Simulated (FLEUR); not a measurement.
# HfC (Fm-3m) in FLEUR: further runs

Runs on HfC. Level: AM05. Tasks: band structure, equation of state.

Everything below comes from runs of FLEUR MaX-R8.1 (later development tree). Logs are shortened: lines on timing, memory, paths and dates and some standing lists are left out, and cuts for length are marked.

## (1) The structure

Symmetry: Fm-3m, No. 225, cubic system. Conventional cell: a = 4.650 Å, b = 4.650 Å, c = 4.650 Å, α = 90.00°, β = 90.00°, γ = 90.00°. Around Hf (site symmetry m-3m) lie 6 C at 2.33 Å. C (site symmetry m-3m) has 6 Hf at 2.33 Å as nearest neighbours.

## (2) Band structure, AM05

File inp.xml:

```xml
<?xml version="1.0" encoding="UTF-8" standalone="no"?>
<fleurInput fleurInputVersion="0.39">
   <comment>
      HfC                                                                                                 
   </comment>
   <calculationSetup>
      <cutoffs Kmax="4.62" Gmax="14.3" GmaxXC="14.3" numbands="0"/>
      <scfLoop itmax="60" minDistance="0.00001" maxIterBroyd="15" imix="Anderson" alpha="0.05" precondParam="0.0" spinf="2.0" sdNocoIR="T"/>
      <coreElectrons ctail="T" frcor="F" kcrel="0" coretail_lmax="0"/>
      <xcFunctional name="LibXC" relativisticCorrections="F">
         <LibXCName exchange="gga_x_am05" correlation="gga_c_am05"/>
      </xcFunctional>
      <magnetism jspins="1"/>
      <soc l_soc="F" theta="0.0" phi="0.0" spav="F"/>
      <expertModes spex="0" secvar="F"/>
      <geometryOptimization l_f="F" forcealpha="1.0" forcemix="BFGS" epsdisp="0.00001" epsforce="0.00001"/>
      <ldaU l_linMix="F" mixParam="0.05" spinf="1.0"/>
   </calculationSetup>
   <cell>
      <bzIntegration valenceElectrons="30.0" mode="hist" fermiSmearingEnergy="0.00183747">
         <kPointListSelection listName="default-1"/>
         <!-- k-points included here -->
         <xi:include xmlns:xi="http://www.w3.org/2001/XInclude" href="kpts.xml"> </xi:include>
      </bzIntegration>
[... 31 lines left out ...]
            <valenceConfig>(2s1/2) (2p1/2) (2p3/2)</valenceConfig>
            <stateOccupation state="(2p1/2)" spinUp="0.333333" spinDown="0.333333"/>
            <stateOccupation state="(2p3/2)" spinUp="0.666667" spinDown="0.666667"/>
         </electronConfig>
         <energyParameters s="2" p="2" d="3" f="4"/>
         <lo type="SCLO" l="0" n="2" eDeriv="2"/>
         <lo type="SCLO" l="1" n="2" eDeriv="2"/>
         <lo type="SCLO" l="2" n="3" eDeriv="2"/>
      </species>
   </atomSpecies>
   <atomGroups>
      <atomGroup species="Hafnium (Hf)">
         <relPos label="                   1">1.000/2.000 1.000/2.000 1.000/2.000</relPos>
         <force calculate="T" relaxXYZ="TTT"/>
      </atomGroup>
      <atomGroup species="Carbon (C)">
         <relPos label="                   2">.0000000000 .0000000000 .0000000000</relPos>
         <force calculate="T" relaxXYZ="TTT"/>
      </atomGroup>
   </atomGroups>
   <output dos="F" band="F" slice="F">
      <checks vchk="F" cdinf="F"/>
      <bandDOS minEnergy="-.5*Htr" maxEnergy="0.5*Htr" sigma="0.015" storeEVData="T"/>
      <vacuumDOS vacdos="F" integ="F" star="F" nstars="0" locx1="0.0" locy1="0.0" locx2="0.0" locy2="0.0" nstm="0" tworkf="0.0"/>
      <unfoldingBand unfoldBand="F" supercellX="1" supercellY="1" supercellZ="1"/>
      <plotting iplot="0" polar="F">
         <plot TwoD="T" vec1="  1.0  0.0  0.0" vec2="  0.0  1.0  0.0" vec3="  0.0  0.0  1.0" zero="  0.0  0.0  0.0" file="plot"/>
      </plotting>
      <chargeDensitySlicing numkpt="0" minEigenval="0.0" maxEigenval="0.0" nnne="0" pallst="F"/>
      <specialOutput eonly="F"/>
      <moessbauerParams electricFieldGradient="T" isomerShift="T" coreHyperfine="T" valenceHyperfine="T"/>
      <magneticCircularDichroism mcd="F" energyLo="-10.0" energyUp="0.0"/>
   </output>
  <!-- We include the file relax.xml here to enable relaxations (see documentation) -->
  <xi:include xmlns:xi="http://www.w3.org/2001/XInclude" href="relax.xml"> <xi:fallback/> </xi:include>
</fleurInput>
```

File crystal.txt:

```
HfC
&input cartesian=F /
0.0000000000  2.3250000000  2.3250000000
2.3250000000  0.0000000000  2.3250000000
2.3250000000  2.3250000000  0.0000000000
1.8897261246
1.0 1.0 1.0

2
72 0.5000000000  0.5000000000  0.5000000000
6 0.0000000000  0.0000000000  0.0000000000

&kpt div1=10 div2=10 div3=10 gamma=T /
```

File inp.xml (bands):

```
<?xml version="1.0" encoding="UTF-8" standalone="no"?>
<fleurInput fleurInputVersion="0.39">
   <comment>
      HfC                                                                                                 
   </comment>
   <calculationSetup>
      <cutoffs Kmax="4.62" Gmax="14.3" GmaxXC="14.3" numbands="0"/>
      <scfLoop itmax="60" minDistance="0.00001" maxIterBroyd="15" imix="Anderson" alpha="0.05" precondParam="0.0" spinf="2.0" sdNocoIR="T"/>
      <coreElectrons ctail="T" frcor="F" kcrel="0" coretail_lmax="0"/>
      <xcFunctional name="LibXC" relativisticCorrections="F">
         <LibXCName exchange="gga_x_am05" correlation="gga_c_am05"/>
      </xcFunctional>
      <magnetism jspins="1"/>
      <soc l_soc="F" theta="0.0" phi="0.0" spav="F"/>
      <expertModes spex="0" secvar="F"/>
      <geometryOptimization l_f="F" forcealpha="1.0" forcemix="BFGS" epsdisp="0.00001" epsforce="0.00001"/>
      <ldaU l_linMix="F" mixParam="0.05" spinf="1.0"/>
   </calculationSetup>
   <cell>
      <bzIntegration valenceElectrons="30.0" mode="hist" fermiSmearingEnergy="0.00183747">
         <kPointListSelection listName="path-1"/>
         <!-- k-points included here -->
         <xi:include xmlns:xi="http://www.w3.org/2001/XInclude" href="kpts.xml"> </xi:include>
      </bzIntegration>
      <!-- symmetry operations included here -->
[... 32 lines left out ...]
            <stateOccupation state="(2p3/2)" spinUp="0.666667" spinDown="0.666667"/>
         </electronConfig>
         <energyParameters s="2" p="2" d="3" f="4"/>
         <lo type="SCLO" l="0" n="2" eDeriv="2"/>
         <lo type="SCLO" l="1" n="2" eDeriv="2"/>
         <lo type="SCLO" l="2" n="3" eDeriv="2"/>
      </species>
   </atomSpecies>
   <atomGroups>
      <atomGroup species="Hafnium (Hf)">
         <relPos label="                   1">1.000/2.000 1.000/2.000 1.000/2.000</relPos>
         <force calculate="T" relaxXYZ="TTT"/>
      </atomGroup>
      <atomGroup species="Carbon (C)">
         <relPos label="                   2">.0000000000 .0000000000 .0000000000</relPos>
         <force calculate="T" relaxXYZ="TTT"/>
      </atomGroup>
   </atomGroups>
   <output dos="F" band="T" slice="F">
      <checks vchk="F" cdinf="F"/>
      <bandDOS minEnergy="-.5*Htr" maxEnergy="0.5*Htr" sigma="0.015" storeEVData="T"/>
      <vacuumDOS vacdos="F" integ="F" star="F" nstars="0" locx1="0.0" locy1="0.0" locx2="0.0" locy2="0.0" nstm="0" tworkf="0.0"/>
      <unfoldingBand unfoldBand="F" supercellX="1" supercellY="1" supercellZ="1"/>
      <plotting iplot="0" polar="F">
         <plot TwoD="T" vec1="  1.0  0.0  0.0" vec2="  0.0  1.0  0.0" vec3="  0.0  0.0  1.0" zero="  0.0  0.0  0.0" file="plot"/>
      </plotting>
      <chargeDensitySlicing numkpt="0" minEigenval="0.0" maxEigenval="0.0" nnne="0" pallst="F"/>
      <specialOutput eonly="F"/>
      <moessbauerParams electricFieldGradient="T" isomerShift="T" coreHyperfine="T" valenceHyperfine="T"/>
      <magneticCircularDichroism mcd="F" energyLo="-10.0" energyUp="0.0"/>
   </output>
  <!-- We include the file relax.xml here to enable relaxations (see documentation) -->
  <xi:include xmlns:xi="http://www.w3.org/2001/XInclude" href="relax.xml"> <xi:fallback/> </xi:include>
</fleurInput>
```

Potentials or basis: all-electron, FLAPW.

Run with:

```
inpgen -f crystal.txt -profile fastHighL
# inp.xml edited to the form shown
fleur_MPI
fleur_MPI   # second run, on inp.xml (bands)
```

Log:

```text
Welcome to FLEUR        (www.flapw.de)
      MaX-Release 8.1          (www.max-centre.eu)
 func_ids         135         120         135         120
The functional 'Armiento & Mattsson 05' is an exchange functional, it belongs to the 'GGA' family and is defined in the reference(s):
[1] R. Armiento and A. E. Mattsson.,  Phys. Rev. B 72, 085108 (2005)
[2] A. E. Mattsson, R. Armiento, J. Paier, G. Kresse, J. M. Wills, and T. R. Mattsson.,  J. Chem. Phys. 128, 084714 (2008)
The functional 'Armiento & Mattsson 05' is a correlation functional, it belongs to the 'GGA' family and is defined in the reference(s):
[1] R. Armiento and A. E. Mattsson.,  Phys. Rev. B 72, 085108 (2005)
[2] A. E. Mattsson, R. Armiento, J. Paier, G. Kresse, J. M. Wills, and T. R. Mattsson.,  J. Chem. Phys. 128, 084714 (2008)
 Using same functional for VXC and EXC

 ========== k-point set info ==========
 Selected k-point list: default-1
 k-point list type: mesh
 10 x 10 x 10
 Number of k points: 47

 ------------Calculation Setup---------------------------
 Number of MPI-tasks      :            1
 Number of PE/node        :            1
 Number of OMP-threads    :            1
 Most efficient MPI parallelization for:
           1          47
 Additional eigenvalue parallelization possible
 Number of basis functions:          351
 Approximate size of matrices (H+S) per k-point:         0.002 GB
 --------------------------------------------------------
 Iteration:     1   Distance:      22.84724143 me/bohr^3
 Iteration:     2   Distance:      19.24422360 me/bohr^3
 Iteration:     3   Distance:       7.52329452 me/bohr^3
 Iteration:     4   Distance:       5.31383460 me/bohr^3
 Iteration:     5   Distance:       3.57962633 me/bohr^3
 Iteration:     6   Distance:       0.77082899 me/bohr^3
 Iteration:     7   Distance:       0.38652831 me/bohr^3
 Iteration:     8   Distance:       0.10907489 me/bohr^3
 Iteration:     9   Distance:       0.09378418 me/bohr^3
 Iteration:    10   Distance:       0.00931886 me/bohr^3
 Iteration:    11   Distance:       0.01239374 me/bohr^3
 Iteration:    12   Distance:       0.00101155 me/bohr^3
 Iteration:    13   Distance:       0.00013259 me/bohr^3
 Iteration:    14   Distance:       0.00005465 me/bohr^3
 Iteration:    15   Distance:       0.00000127 me/bohr^3

 ********************************************************************
 Run finished successfully
 Stop message:
   all done
 ********************************************************************
```

Wall time 31 s (1 thread of Arm Neoverse V1, shared host); peak memory 0.07 GiB.

Results:

| Property | Result |
| --- | --- |
| Free energy | -411628.4916 eV |
| Band gap along the path | none (metal or under the smearing width) |
| Valence electrons inside the program's atomic spheres | Hf 23.86; C 2.54 (radii Hf 2.51, C 1.56 bohr) |

Levels at the corners of the path, in eV from the Fermi level:
| point | band 13 | band 14 | band 15 | band 16 | band 17 | band 18 |
| --- | --- | --- | --- | --- | --- | --- |
| Γ | 1.03 | 1.03 | 1.03 | 1.28 | 1.28 | 1.28 |
| X | -2.68 | -1.91 | -0.10 | -0.10 | 5.23 | 6.66 |
| W | -3.04 | -2.80 | -2.80 | 3.60 | 3.60 | 6.68 |
| K | -3.60 | -2.82 | -1.68 | 1.50 | 5.70 | 6.10 |
| Γ | 1.03 | 1.03 | 1.03 | 1.28 | 1.28 | 1.28 |
| L | -6.25 | -3.06 | -3.06 | 5.23 | 5.23 | 5.69 |
| U | -3.60 | -2.82 | -1.68 | 1.50 | 5.70 | 6.10 |
| W | -3.04 | -2.80 | -2.80 | 3.60 | 3.60 | 6.68 |
| L | -6.25 | -3.06 | -3.06 | 5.23 | 5.23 | 5.69 |
| K | -3.60 | -2.82 | -1.68 | 1.50 | 5.70 | 6.10 |
| U | -3.60 | -2.82 | -1.68 | 1.50 | 5.70 | 6.10 |
| X | -2.68 | -1.91 | -0.10 | -0.10 | 5.23 | 6.66 |

Core levels (eV from the Fermi level):
| atom | levels |
| --- | --- |
| 1 Hf | 1s1/2 -65143.5, 2s1/2 -11130.3, 2p1/2 -10631.4, 2p3/2 -9441.0, 3s1/2 -2531.1, 3p1/2 -2309.9, 3p3/2 -2054.8, 4s1/2 -504.8, 3d3/2 -1680.0, 3d5/2 -1624.3, 4p1/2 -414.2, 4p3/2 -355.6, 4d3/2 -206.7, 4d5/2 -196.0 |
| 2 C | 1s1/2 -262.5 |

Caveat: spin-orbit coupling is left out, which moves the levels of the heavy elements.

## (3) Equation of state, AM05, 11.81 Å³/atom (volume scaled by 0.94)

Changes to inp.xml since step 2:

```diff
@@ -6,3 +6,3 @@
    <calculationSetup>
-      <cutoffs Kmax="4.62" Gmax="14.3" GmaxXC="14.3" numbands="0"/>
+      <cutoffs Kmax="4.77" Gmax="14.8" GmaxXC="14.8" numbands="0"/>
       <scfLoop itmax="60" minDistance="0.00001" maxIterBroyd="15" imix="Anderson" alpha="0.05" precondParam="0.0" spinf="2.0" sdNocoIR="T"/>
@@ -26,3 +26,3 @@
       <xi:include xmlns:xi="http://www.w3.org/2001/XInclude" href="sym.xml"> </xi:include>
-      <bulkLattice scale="1.0">
+      <bulkLattice scale="0.9795861087">
          <bravaisMatrix>
@@ -36,3 +36,3 @@
       <species name="Hafnium (Hf)" element="Hf" atomicNumber="72">
-         <mtSphere radius="2.51" gridPoints="829" logIncrement="0.016"/>
+         <mtSphere radius="2.44" gridPoints="829" logIncrement="0.016"/>
          <atomicCutoffs lmax="10" lnonsphr="8"/>
@@ -51,3 +51,3 @@
       <species name="Carbon (C)" element="C" atomicNumber="6">
-         <mtSphere radius="1.56" gridPoints="517" logIncrement="0.02"/>
+         <mtSphere radius="1.51" gridPoints="517" logIncrement="0.02"/>
          <atomicCutoffs lmax="8" lnonsphr="6"/>
```

Potentials or basis: all-electron, FLAPW.

Run with:

```
inpgen -f crystal.txt -profile fastHighL
# inp.xml edited to the form shown
fleur_MPI
```

Log:

```text
Welcome to FLEUR        (www.flapw.de)
      MaX-Release 8.1          (www.max-centre.eu)
 func_ids         135         120         135         120
The functional 'Armiento & Mattsson 05' is an exchange functional, it belongs to the 'GGA' family and is defined in the reference(s):
[1] R. Armiento and A. E. Mattsson.,  Phys. Rev. B 72, 085108 (2005)
[2] A. E. Mattsson, R. Armiento, J. Paier, G. Kresse, J. M. Wills, and T. R. Mattsson.,  J. Chem. Phys. 128, 084714 (2008)
The functional 'Armiento & Mattsson 05' is a correlation functional, it belongs to the 'GGA' family and is defined in the reference(s):
[1] R. Armiento and A. E. Mattsson.,  Phys. Rev. B 72, 085108 (2005)
[2] A. E. Mattsson, R. Armiento, J. Paier, G. Kresse, J. M. Wills, and T. R. Mattsson.,  J. Chem. Phys. 128, 084714 (2008)
 Using same functional for VXC and EXC

 ========== k-point set info ==========
 Selected k-point list: default-1
 k-point list type: mesh
 10 x 10 x 10
 Number of k points: 47

 ------------Calculation Setup---------------------------
 Number of MPI-tasks      :            1
 Number of PE/node        :            1
 Number of OMP-threads    :            1
 Most efficient MPI parallelization for:
           1          47
 Additional eigenvalue parallelization possible
 Number of basis functions:          359
 Approximate size of matrices (H+S) per k-point:         0.002 GB
 --------------------------------------------------------
 Iteration:     1   Distance:      23.73018204 me/bohr^3
 Iteration:     2   Distance:      19.99650383 me/bohr^3
 Iteration:     3   Distance:       7.70018472 me/bohr^3
 Iteration:     4   Distance:       4.96134052 me/bohr^3
 Iteration:     5   Distance:       3.75013362 me/bohr^3
 Iteration:     6   Distance:       0.38593020 me/bohr^3
 Iteration:     7   Distance:       0.35402595 me/bohr^3
 Iteration:     8   Distance:       0.03732536 me/bohr^3
 Iteration:     9   Distance:       0.05675536 me/bohr^3
 Iteration:    10   Distance:       0.00802512 me/bohr^3
 Iteration:    11   Distance:       0.00707826 me/bohr^3
 Iteration:    12   Distance:       0.00165906 me/bohr^3
 Iteration:    13   Distance:       0.00035340 me/bohr^3
 Iteration:    14   Distance:       0.00004208 me/bohr^3
 Iteration:    15   Distance:       0.00000710 me/bohr^3

 ********************************************************************
 Run finished successfully
 Stop message:
   all done
 ********************************************************************
```

out.xml (last iteration):

```text
<iteration numberForCurrentRun="   15" overallNumber="   15">
         <energyParameters units="Htr">
            <atomicEP atomType="1" spin="1" branch="6s" branchLowest="-1.68" branchHighest="2.58" value="0.3241948910"/>
            <atomicEP atomType="1" spin="1" branch="6p" branchLowest="-0.44" branchHighest="3.56" value="0.4515294839"/>
            <atomicEP atomType="1" spin="1" branch="5d" branchLowest="-6.82" branchHighest="1.20" value="0.4892279605"/>
            <atomicEP atomType="1" spin="1" branch="4f" branchLowest="-9.99" branchHighest="0.13" value="0.1494165365"/>
[... 115 lines left out ...]
            </atomTypeDependentContributions>
            <tkbTimesEntropy value="0.0000992382"/>
            <freeEnergy value="-15127.0680631683"/>
            <extrapolationTo0K value="-15127.0680135492"/>
         </totalEnergy>
         <densityConvergence units="me/bohr^3">
            <chargeDensity spin="1" distance="0.0000070977"/>
         </densityConvergence>
      </iteration>
```

Wall time 30 s (1 thread of Arm Neoverse V1, shared host); peak memory 0.08 GiB.

Results:

| Item | Value |
| --- | --- |
| Free energy | -411628.4918 eV |
| Band gap on the k mesh | none (metal or under the smearing width) |
| Valence electrons inside the program's atomic spheres | Hf 23.77; C 2.44 (radii Hf 2.44, C 1.51 bohr) |

## (4) Equation of state, AM05, 12.07 Å³/atom (volume scaled by 0.96)

Changes to inp.xml since step 3:

```diff
@@ -26,3 +26,3 @@
       <xi:include xmlns:xi="http://www.w3.org/2001/XInclude" href="sym.xml"> </xi:include>
-      <bulkLattice scale="0.9795861087">
+      <bulkLattice scale="0.9864848297">
          <bravaisMatrix>
```

Run with:

```
inpgen -f crystal.txt -profile fastHighL
# inp.xml edited to the form shown
fleur_MPI
```

It took 35 s on 1 thread of Arm Neoverse V1, shared host; peak memory 0.08 GiB.

The run converged. Its results:

| Item | Value |
| --- | --- |
| Free energy | -411628.5081 eV |
| Band gap on the k mesh | none (metal or under the smearing width) |
| Valence electrons inside the program's atomic spheres | Hf 23.73; C 2.42 (radii Hf 2.44, C 1.51 bohr) |

## (5) Equation of state, AM05, 12.57 Å³/atom

Changes to inp.xml since step 4:

```diff
@@ -26,3 +26,3 @@
       <xi:include xmlns:xi="http://www.w3.org/2001/XInclude" href="sym.xml"> </xi:include>
-      <bulkLattice scale="0.9864848297">
+      <bulkLattice scale="1.0000000000">
          <bravaisMatrix>
```

Run with:

```
inpgen -f crystal.txt -profile fastHighL
# inp.xml edited to the form shown
fleur_MPI
```

Run time: 33 s. Hardware: 1 thread of Arm Neoverse V1, shared host; peak memory 0.09 GiB.

Results (log left out):

* Free energy: -411628.4916 eV
* Band gap on the k mesh: none (metal or under the smearing width)
* Valence electrons inside the program's atomic spheres: Hf 23.64; C 2.39 (radii Hf 2.44, C 1.51 bohr)

## (6) Equation of state, AM05, 13.07 Å³/atom (volume scaled by 1.04)

Changes to inp.xml since step 5:

```diff
@@ -26,3 +26,3 @@
       <xi:include xmlns:xi="http://www.w3.org/2001/XInclude" href="sym.xml"> </xi:include>
-      <bulkLattice scale="1.0000000000">
+      <bulkLattice scale="1.0131594038">
          <bravaisMatrix>
```

Potentials or basis: all-electron, FLAPW.

Run with:

```
inpgen -f crystal.txt -profile fastHighL
# inp.xml edited to the form shown
fleur_MPI
```

Wall time 34 s (1 thread of Arm Neoverse V1, shared host); peak memory 0.09 GiB.

The run converged. Its results:

```yaml
Free_energy: -411628.4200 eV
Band_gap_on_the_k_mesh: none (metal or under the smearing width)
Valence_electrons_inside_the_program's_atomic_spheres: Hf 23.57; C 2.36 (radii Hf 2.44, C 1.51 bohr)
```

## (7) Equation of state, AM05, 13.32 Å³/atom (volume scaled by 1.06)

Changes to inp.xml since step 6:

```diff
@@ -26,3 +26,3 @@
       <xi:include xmlns:xi="http://www.w3.org/2001/XInclude" href="sym.xml"> </xi:include>
-      <bulkLattice scale="1.0131594038">
+      <bulkLattice scale="1.0196128224">
          <bravaisMatrix>
```

Run with:

```
inpgen -f crystal.txt -profile fastHighL
# inp.xml edited to the form shown
fleur_MPI
```

Wall time 35 s (1 thread of Arm Neoverse V1, shared host); peak memory 0.09 GiB.

It converged, with:

```yaml
Free_energy: -411628.3668 eV
Band_gap_on_the_k_mesh: none (metal or under the smearing width)
Valence_electrons_inside_the_program's_atomic_spheres: Hf 23.54; C 2.35 (radii Hf 2.44, C 1.51 bohr)
```

## (8) Equation of state, AM05

This step only gathers the single runs of the series.

Results:

```
Equilibrium volume                      : 12.18 Å³/atom
Bulk modulus                            : 248 GPa
Pressure derivative of the bulk modulus : 3.9 (rough: it moves with the points fitted)
```

Energy against volume, from the lowest point:
```tsv
volume (Å³/atom)	energy (meV/atom)
11.814	8.11
12.065	0.00
12.568	8.24
13.071	44.01
13.322	70.63
```

Spin-orbit coupling is left out, which matters for the levels of Hf.
